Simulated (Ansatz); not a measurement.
Ta2N and the effect of the functional

```
Ta N
1.0
     3.11286    0.00000    0.00000
    -1.55643    2.69582    0.00000
     0.00000    0.00000    4.86984
Ta N
2 1
Direct
  0.33333 0.66667 0.25471
  0.66667 0.33333 0.74529
  0.00000 0.00000 0.00000
```

The cell comes from a database or a generator and needn't be the stable form of this composition.

Kept alike: task equation of state; k mesh 10 × 10 × 6; occupations fermi-dirac, width 0.05 eV; no spin polarisation. Program: Ansatz, Ansatz PAW. Cutoffs run from 420 to 500 eV. The mesh is that of the run's cell of 3 atoms. No spin-orbit coupling.

| functional | volume (Å³/atom) | bulk modulus (GPa) |
| --- | --- | --- |
| LDA | 12.943 | 316.9 |
| PBEsol | 13.188 | 302.2 |
| r2SCAN | 13.375 | 299.5 |

Volume and modulus come from cells scaled at fixed shape and fractions; off cubic symmetry such a modulus can lie above the relaxed one. All rows use potentials made for PBE.

The volume runs from 12.943 (LDA) to 13.375 Å³/atom (r2SCAN). The bulk modulus runs from 299.5 (r2SCAN) to 316.9 GPa (LDA).
